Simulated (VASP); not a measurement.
# ZnSe (Pm-3m) in VASP: notebook

One crystal, ZnSe, is run at these levels: r2SCAN, HSE06; tasks: single point.

Everything below comes from runs of VASP 6.6.1. Logs are shortened: lines on timing, memory, paths and dates and some standing lists are left out, and cuts for length are marked.

## 1. Starting point

Symmetry: Pm-3m, No. 221, cubic system. Conventional cell: a = 3.325 Å, b = 3.325 Å, c = 3.325 Å, α = 90.00°, β = 90.00°, γ = 90.00°. Zn (site symmetry m-3m) is surrounded by 8 Se at 2.88 Å. Around Se (site symmetry m-3m) lie 8 Zn at 2.88 Å.

The cell was built by a generator and needn't be a form met in nature.

## 2. Single point, r2SCAN

POSCAR reads:

```
ZnSe
1.0
    3.3251530459      0.0000000000      0.0000000000
    0.0000000000      3.3251530459      0.0000000000
    0.0000000000      0.0000000000      3.3251530459
Zn Se
1 1
Direct
    0.0000000000      0.0000000000      0.0000000000
    0.5000000000      0.5000000000      0.5000000000
```

INCAR.step1 reads:

```
PREC = Accurate
ENCUT = 520
ISMEAR = -1
SIGMA = 0.02
LREAL = False
LASPH = True
NELM = 100
NBANDS = 16
GGA = PE
ALGO = Normal
EDIFF = 1E-4
LWAVE = True
LCHARG = False
```

INCAR.step2 reads:

```
PREC = Accurate
ENCUT = 520
EDIFF = 1E-7
ISMEAR = -1
SIGMA = 0.02
LREAL = False
LASPH = True
NELM = 100
ALGO = Normal
ISIF = 2
LWAVE = False
LCHARG = False
METAGGA = R2SCAN
LMIXTAU = True
NBANDS = 16
ISTART = 1
```

KPOINTS reads:

```
Automatic mesh
0
Gamma
  6 6 6
```

Potentials or basis: VASP PAW PBE potentials, release 64 (Zn, Se).

On the command line:

```console
$ cat potpaw_PBE.64/Zn/POTCAR potpaw_PBE.64/Se/POTCAR > POTCAR
$ cp INCAR.step1 INCAR
$ mpirun -np 1 vasp_std > vasp.out
$ cp INCAR.step2 INCAR
$ mpirun -np 1 vasp_std > vasp.out
```

OUTCAR:

```text
PREC = Accurate
   ENCUT = 520
   EDIFF = 1E-7
   ISMEAR = -1
   LREAL = False
   LASPH = True
   NELM = 100
   ISIF = 2
   METAGGA = R2SCAN
   ISTART = 1

 ion  position               nearest neighbor table
   1  0.000  0.000  0.000-   2 2.88   2 2.88   2 2.88   2 2.88   2 2.88   2 2.88   2 2.88   2 2.88

   2  0.500  0.500  0.500-   1 2.88   1 2.88   1 2.88   1 2.88   1 2.88   1 2.88   1 2.88   1 2.88

  LATTYP: Found a simple cubic cell.
 ALAT       =     3.3251530459

  Lattice vectors:

 A1 = (   3.3251530459,   0.0000000000,   0.0000000000)
 A2 = (   0.0000000000,   3.3251530459,   0.0000000000)
 A3 = (   0.0000000000,   0.0000000000,   3.3251530459)

Analysis of symmetry for initial positions (statically):
=====================================================================
 Subroutine PRICEL returns:
 Original cell was already a primitive cell.

 Routine SETGRP: Setting up the symmetry group for a
 simple cubic supercell.

 Subroutine GETGRP returns: Found 48 space group operations
 (whereof 48 operations were pure point group operations)
 out of a pool of 48 trial point group operations.

The static configuration has the point symmetry O_h .

Analysis of symmetry for dynamics (positions and initial velocities):
=====================================================================
 Subroutine PRICEL returns:
 Original cell was already a primitive cell.

 Routine SETGRP: Setting up the symmetry group for a
 simple cubic supercell.

 Subroutine GETGRP returns: Found 48 space group operations
 (whereof 48 operations were pure point group operations)
 out of a pool of 48 trial point group operations.

The dynamic configuration has the point symmetry O_h .

 Subroutine INISYM returns: Found 48 space group operations
 (whereof 48 operations are pure point group operations),
 and found     1 'primitive' translations

----------------------------------------------------------------------------------------

                                     Primitive cell

  volume of cell :      36.7650

  direct lattice vectors                    reciprocal lattice vectors
     3.325153046  0.000000000  0.000000000     0.300738037  0.000000000  0.000000000
     0.000000000  3.325153046  0.000000000     0.000000000  0.300738037  0.000000000
     0.000000000  0.000000000  3.325153046     0.000000000  0.000000000  0.300738037

  length of vectors
     3.325153046  3.325153046  3.325153046     0.300738037  0.300738037  0.300738037

  position of ions in fractional coordinates (direct lattice)
     0.000000000  0.000000000  0.000000000
     0.500000000  0.500000000  0.500000000

  ion indices of the primitive-cell ions
   primitive index   ion index
                 1           1
                 2           2

----------------------------------------------------------------------------------------

 KPOINTS: Automatic mesh

Automatic generation of k-mesh.
 Grid dimensions read from file:
 generate k-points for:    6    6    6

 Generating k-lattice:

  Cartesian coordinates                     Fractional coordinates (reciprocal lattice)
     0.050123006  0.000000000  0.000000000     0.166666667  0.000000000  0.000000000
     0.000000000  0.050123006  0.000000000     0.000000000  0.166666667  0.000000000
     0.000000000  0.000000000  0.050123006     0.000000000  0.000000000  0.166666667

  Length of vectors
     0.050123006  0.050123006  0.050123006

  Shift w.r.t. Gamma in fractional coordinates (k-lattice)
     0.000000000  0.000000000  0.000000000

 Subroutine IBZKPT returns following result:
 ===========================================

 Found     20 irreducible k-points:

 Following reciprocal coordinates:
            Coordinates               Weight
  0.000000  0.000000  0.000000      1.000000
  0.166667  0.000000  0.000000      6.000000
  0.333333  0.000000  0.000000      6.000000
  0.500000  0.000000  0.000000      3.000000
  0.166667  0.166667  0.000000     12.000000
  0.333333  0.166667  0.000000     24.000000
[... 12 lines left out ...]
  0.500000  0.500000  0.333333      6.000000
  0.500000  0.500000  0.500000      1.000000
   k-points           NKPTS =     20   k-points in BZ     NKDIM =     20   number of bands    NBANDS=     16
   number of dos      NEDOS =    301   number of ions     NIONS =      2
   total plane-waves  NPLWV =  21952
   dimension x,y,z NGX =    28 NGY =   28 NGZ =   28
   dimension x,y,z NGXF=    56 NGYF=   56 NGZF=   56
   ions per type =               1   1
   NGX,Y,Z   is equivalent  to a cutoff of  14.00, 14.00, 14.00 a.u.
   NGXF,Y,Z  is equivalent  to a cutoff of  28.00, 28.00, 28.00 a.u.
 SYSTEM =  unknown system
   PREC   = accura    normal or accurate (medium, high low for compatibility)
   ISTART =      1    job   : 0-new  1-cont  2-samecut
   ICHARG =      0    charge: 1-file 2-atom 10-const
   ISPIN  =      1    spin polarized calculation?
   LNONCOLLINEAR =      F non collinear calculations
   LSORBIT =      F    spin-orbit coupling
   LASPH  =      T    aspherical Exc in radial PAW
   ENCUT  =  520.0 eV  38.22 Ry    6.18 a.u.   6.18  6.18  6.18*2*pi/ulx,y,z
   NELM   =    100;   NELMIN=  2; NELMDL=  0     # of ELM steps
   EDIFF  = 0.1E-06   stopping-criterion for ELM
   LREAL  =      F    real-space projection
   EDIFFG = 0.1E-05   stopping-criterion for IOM
   NSW    =      0    number of steps for IOM
   IBRION =     -1    ionic relax: 0-MD 1-quasi-New 2-CG
   NFREE  =      0    steps in history (QN), initial steepest desc. (CG)
   ISIF   =      2    stress and relaxation
   ISYM   =      2    0-nonsym 1-usesym 2-fastsym
   POTIM  = 0.5000    time-step for ionic-motion
   TEBEG  =    0.0;   TEEND  =   0.0 temperature during run
   PSTRESS=    0.0 pullay stress
   NELECT =      18.0000    total number of electrons
   NUPDOWN=      -1.0000    fix difference up-down
   EMIN   =  10.00;   EMAX   =-10.00  energy-range for DOS
   EFERMI =   0.00;   METHOD = LEGACY
   ISMEAR =    -1;   SIGMA  =   0.02  broadening in eV -4-tet -1-fermi 0-gaus
   EFERMI_NEDOS =   21; number of points for ismear=-14 and -15
   IALGO  =     38    algorithm
   IMIX   =      4    mixing-type and parameters
     AMIX     =   0.40;   BMIX     =  1.00
     AMIX_MAG =   1.60;   BMIX_MAG =  1.00
  volume/ion in A,a.u.               =      18.38       124.05
  Fermi-wavevector in a.u.,A,eV,Ry     =   1.290290  2.438295 22.651639  1.664849
  Thomas-Fermi vector in A             =   2.422131
   LORBIT       =      0    0 simple, 1 ext, 2 COOP (PROOUT), +10 PAW based schemes
   METAGGA = R2SCAN    functional components
   LHFCALC =     F    Hartree Fock is set to
   AEXX    =    0.0000 exact exchange contribution
   IVDW    =     0    specifies the selected vdW correction
   LEPSILON=     F    determine dielectric tensor
   LRPA    =     F    only Hartree local field effects (RPA)
 non-spin polarized calculation
  energy-cutoff  :      520.00
  volume of cell :       36.77
 maximum number of plane-waves:      1021
 NGX is ok and might be reduce to    28
   NGX = 13   NGY = 13   NGZ = 13

 number of electron      17.9999997 magnetization

 Free energy of the ion-electron system (eV)
  ---------------------------------------------------
  ext. energy  EPLUGINS =         0.00000000
  ---------------------------------------------------
  free energy    TOTEN  =       -22.93738074 eV

  energy without entropy =      -22.93368822  energy(sigma->0) =      -22.93553448

 E-fermi :   3.8715     XC(G=0): -11.4015

 val. band max:        3.8368701354   @ k =   0.3333   0.1667   0.0000
 cond. band min:       4.1148253681   @ k =   0.5000   0.0000   0.0000
 fundamental gap:      0.2779552327
 Fermi energy:         3.8714875955

 k-point     1 :       0.0000    0.0000    0.0000
  band No.  band energies     occupation
      1     -11.2607      2.00000
      2      -3.4880      2.00000
      3      -3.4880      2.00000
      4      -3.2091      2.00000
      5      -3.2091      2.00000
      6      -3.2091      2.00000
[... 8 lines left out ...]
     15      15.9033      0.00000
     16      20.0647      0.00000

 k-point     2 :       0.1667    0.0000    0.0000
  band No.  band energies     occupation
      1     -11.0063      2.00000
      2      -3.4769      2.00000
      3      -3.4727      2.00000
      4      -3.2577      2.00000
      5      -3.2577      2.00000
      6      -3.2056      2.00000
[... 8 lines left out ...]
     15      14.8837      0.00000
     16      19.7456      0.00000

 k-point     3 :       0.3333    0.0000    0.0000
  band No.  band energies     occupation
      1     -10.3855      2.00000
      2      -3.6508      2.00000
      3      -3.4547      2.00000
      4      -3.3490      2.00000
      5      -3.3490      2.00000
      6      -3.1988      2.00000
[... 8 lines left out ...]
     15      16.7084      0.00000
     16      17.7238      0.00000

 k-point     4 :       0.5000    0.0000    0.0000
  band No.  band energies     occupation
      1      -9.9822      2.00000
      2      -4.1245      2.00000
      3      -3.4436      2.00000
      4      -3.3921      2.00000
      5      -3.3921      2.00000
      6      -3.1953      2.00000
[... 8 lines left out ...]
     15      15.2768      0.00000
     16      21.1345      0.00000
[... 248 lines left out ...]
 k-point    18 :       0.5000    0.3333    0.3333
  band No.  band energies     occupation
      1      -8.6436      2.00000
      2      -3.6818      2.00000
      3      -3.6491      2.00000
      4      -3.3215      2.00000
      5      -3.1931      2.00000
      6      -3.1372      2.00000
[... 8 lines left out ...]
     15      19.6252      0.00000
     16      21.3451      0.00000

 k-point    19 :       0.5000    0.5000    0.3333
  band No.  band energies     occupation
      1      -8.3452      2.00000
      2      -3.7121      2.00000
      3      -3.7121      2.00000
      4      -3.5300      2.00000
      5      -3.1630      2.00000
      6      -3.0898      2.00000
[... 8 lines left out ...]
     15      22.6388      0.00000
     16      22.6388      0.00000

 k-point    20 :       0.5000    0.5000    0.5000
  band No.  band energies     occupation
      1      -8.0206      2.00000
      2      -3.8017      2.00000
      3      -3.8017      2.00000
      4      -3.8017      2.00000
      5      -3.0884      2.00000
      6      -3.0884      2.00000
[... 8 lines left out ...]
     15      24.5274      0.00000
     16      24.5274      0.00000

------------------------ aborting loop because EDIFF is reached ----------------------------------------

  FORCE on cell =-STRESS in cart. coord.  units (eV):
  Direction    XX          YY          ZZ          XY          YZ          ZX
  --------------------------------------------------------------------------------------
  -------------------------------------------------------------------------------------
  Total       -0.0353672     -0.0353672     -0.0353672      0.0000000      0.0000000     -0.0000000
  in kB       -1.5412628     -1.5412628     -1.5412628      0.0000000      0.0000000     -0.0000000
  external PRESSURE =      -1.5412628 kB  Pullay stress =       0.0000000 kB

 VOLUME and BASIS-vectors are now :
 -----------------------------------------------------------------------------
  energy-cutoff  :      520.00
  volume of cell :       36.77
      direct lattice vectors                 reciprocal lattice vectors
     3.325153046  0.000000000  0.000000000     0.300738037  0.000000000  0.000000000
     0.000000000  3.325153046  0.000000000     0.000000000  0.300738037  0.000000000
     0.000000000  0.000000000  3.325153046     0.000000000  0.000000000  0.300738037

 POSITION                                       TOTAL-FORCE (eV/Angst)
 -----------------------------------------------------------------------------------
      0.00000      0.00000      0.00000         0.000000      0.000000      0.000000
      1.66258      1.66258      1.66258         0.000000      0.000000      0.000000
 -----------------------------------------------------------------------------------
    total drift:                               -0.000000      0.000000     -0.000000

  FREE ENERGIE OF THE ION-ELECTRON SYSTEM (eV)
  ---------------------------------------------------
  free  energy   TOTEN  =       -22.9373807403 eV

  energy  without entropy=      -22.9336882164  energy(sigma->0) =      -22.93553448
```

Run time: 54 s. Hardware: 1 thread of Intel Xeon Platinum 8488C (Sapphire Rapids), shared host; peak memory 0.16 GiB.

What came out:

| Property | Result |
| --- | --- |
| Free energy | -22.9374 eV |
| Pressure | -0.2 GPa |
| Band gap on the k mesh | none (metal or under the smearing width) |

Caveat: the PAW data sets were made with another functional, which shifts forces and pressure a little.

## 3. Single point, HSE06

POSCAR is that of step 2.

INCAR.step1 reads:

```
SYSTEM = ZnSe
PREC = Accurate ; ENCUT = 520
EDIFF = 1E-5 ; ISMEAR = -1
SIGMA = 0.02 ; LREAL = .False.
LASPH = .True. ; NELM = 100
ALGO = Normal ; ISIF = 2
LWAVE = .True. ; LCHARG = .False.
NBANDS = 16 ; GGA = PE
```

INCAR.step2 reads:

```
SYSTEM = ZnSe
PREC = Accurate ; ENCUT = 520
EDIFF = 1E-7 ; ISMEAR = -1
SIGMA = 0.02 ; LREAL = .False.
LASPH = .True. ; NELM = 100
ALGO = Normal ; ISIF = 2
LWAVE = .False. ; LCHARG = .False.
GGA = PE ; LHFCALC = .True.
HFSCREEN = 0.2079 ; PRECFOCK = Normal
NBANDS = 16 ; ISTART = 1
```

KPOINTS reads:

```
regular mesh
0
Gamma
  4 4 4
  0 0 0
```

Potentials or basis: VASP PAW PBE potentials, release 64 (Zn, Se).

On the command line:

```console
$ cat potpaw_PBE.64/Zn/POTCAR potpaw_PBE.64/Se/POTCAR > POTCAR
$ cp INCAR.step1 INCAR
$ mpirun -np 1 vasp_std > vasp.out
$ cp INCAR.step2 INCAR
$ mpirun -np 1 vasp_std > vasp.out
```

It took 5.6 min on 1 thread of Intel Xeon Platinum 8488C (Sapphire Rapids), shared host; peak memory 0.26 GiB.

It converged, with:

```
Free energy            : -5.4448 eV
Pressure               : 1.6 GPa
Band gap on the k mesh : none (metal or under the smearing width)
```

Levels at points of the mesh, in eV from the Fermi level:
```tsv
k point	band 5	band 6	band 7	band 8	band 9	band 10	band 11	band 12	band 13	band 14
(0.00, 0.00, 0.00)	-9.73	-9.73	-1.94	-1.94	-1.94	-1.25	5.85	5.85	11.96	11.96
(0.50, 0.00, 0.00)	-9.88	-9.71	-8.27	-0.30	-0.30	3.39	4.86	6.86	6.86	7.71
(0.50, 0.50, 0.00)	-9.60	-9.49	-6.31	-6.31	-2.56	0.36	8.40	8.40	9.03	10.43
(0.50, 0.50, 0.50)	-9.59	-9.59	-3.76	-3.76	-3.76	0.83	0.83	0.83	1.33	20.22
```

Caveat: the k mesh is coarse (spacing up to 0.47 Å⁻¹), so the values aren't converged, least of all with exact exchange; the PAW data sets were made with another functional, which shifts forces and pressure a little.
